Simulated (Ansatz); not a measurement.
Set up this calculation in Ansatz 0.2.0, as the native input.

| Quantity | Value |
| --- | --- |
| Task | relaxation of cell and atoms |
| Functional | r2SCAN |
| Potentials or basis | Ansatz PAW |
| Cutoff | 500 eV (not typed: the program's choice for these potentials) |
| k mesh | 8 × 8 × 8 |
| Occupations | fermi-dirac, width 0.05 eV |
| Spin | no spin polarisation |
| Target pressure | 5 GPa |
| Target pressure (GPa) | 5 |

The system is InPd.

```
CELL_PARAMETERS angstrom
0.00000 2.74607 2.74607
2.74607 0.00000 2.74607
2.74607 2.74607 0.00000
ATOMIC_POSITIONS crystal
In 0.00000 0.00000 0.00000
Pd 0.50000 0.50000 0.50000
```

The cell was built by a generator and needn't be a form met in nature.

The input as run:

input.yaml

```yaml
crystal:
  lattice:
    - [0.0, 2.74607, 2.74607]
    - [2.74607, 0.0, 2.74607]
    - [2.74607, 2.74607, 0.0]
  atoms:
    - { symbol: In, position: [0.0, 0.0, 0.0] }
    - { symbol: Pd, position: [0.5, 0.5, 0.5] }
hamiltonian:
  xc: r2scan
  pseudopotentials: { kind: paw }
kpoints:
  mp_grid: { grid: [8, 8, 8] }
scf:
  occupations: { method: fermi_dirac, width: 0.05 }
output:
  forces: true
  stress: true
  eigenvalues: true
  write_density: true
  write_potential: true
  elf: true
  volumetric_format: npy
relax:
  f_tol: 0.01
  max_steps: 40
  cell: { stress_tol: 0.05, p_target: 5.0 }
```

Potentials or basis: Ansatz PAW.

Launch:

```console
$ ansatz run input.yaml --threads 2 --pin off --max-ram 5632MiB --backend cpu --events-out ev --progress --plain --runs-dir out
```

It gave:

```
Relaxed volume                                         : 19.15 Å³/atom
Relaxed cell                                           : a = 3.784 Å, b = 3.784 Å, c = 3.784 Å, α = 60.00°, β = 60.00°, γ = 60.00°
Space group after relaxing (to 0.05 Å)                 : Fm-3m (No. 225)
Energy change on relaxing (the enthalpy is what falls) : +6.9 meV/atom
Ionic steps                                            : 7
Pressure after relaxing                                : 5.0 GPa
Band gap on the k mesh                                 : none (metal or under the smearing width)
```

Caveat: the plane-wave basis is chosen anew once the cell has moved, so the energies of steps on either side of that aren't comparable; the PAW data sets come from PBE, with cores solved anew for the run's functional, which leaves a small shift of forces and pressure.

Wall time 12 s on 2 threads of Arm Neoverse V2, with other jobs on the host, peak memory 0.45 GiB.
